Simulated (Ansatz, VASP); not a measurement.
GaP: VASP beside Ansatz

File INCAR:

```
PREC = Accurate
ENCUT = 520
EDIFF = 1E-7
ISMEAR = 0
SIGMA = 0.02
LREAL = F
LASPH = T
NELM = 60
ALGO = Normal
ISIF = 2
LWAVE = F
LCHARG = T
GGA = PE
LELF = T
LVHAR = T
NBANDS = 16
```

Contents of KPOINTS:

```
regular mesh
0
Gamma
  8 8 8
```

POSCAR

```
GaP
1.0
    0.0000000000      2.7525584819      2.7525584819
    2.7525584819      0.0000000000      2.7525584819
    2.7525584819      2.7525584819      0.0000000000
Ga P
1 1
Direct
    0.0000000000      0.0000000000      0.0000000000
    0.2500000000      0.2500000000      0.2500000000
```

Input for Ansatz:

```yaml
crystal:
  lattice:
    - [0.0, 2.7525584819, 2.7525584819]
    - [2.7525584819, 0.0, 2.7525584819]
    - [2.7525584819, 2.7525584819, 0.0]
  atoms:
    - { symbol: Ga, position: [0.0, 0.0, 0.0] }
    - { symbol: P, position: [0.25, 0.25, 0.25] }
basis:
  ecutwfc: 420
  xc_grid: 2
kpoints:
  mp_grid: { grid: [8, 8, 8] }
  band_path: { path: [VBM, CBM], npoints: 2 }
hamiltonian:
  xc: pbe
scf:
  occupations: { method: gaussian, width: 0.02 }
output:
  forces: true
  stress: true
  eigenvalues: true
```

Alike in both runs: task single point; functional PBE; k mesh 8 × 8 × 8; occupations gaussian, width 0.02 eV; no spin polarisation.

```csv
,VASP,Ansatz
version,VASP 6.6.1,Ansatz 0.2.0
potentials or method,"VASP PAW PBE potentials, release 64 (Ga_d, P)","scalar-relativistic, plane waves, PAW"
plane-wave cutoff (eV),520,420
valence electrons in the cell,18,18
```

|  | VASP | Ansatz | Ansatz less VASP |
| --- | --- | --- | --- |
| gap on the k mesh at the Fermi level (eV) | 1.58 | 1.58 | +0.003 |
| least direct gap on the mesh (eV) | 1.58 | 1.58 | +0.003 |
| pressure (GPa) | 0.0 | 0.0 | +0.01 |

A k mesh can miss the band edges. Expect the measured gap to be larger: semilocal functionals such as PBE lack the derivative discontinuity.
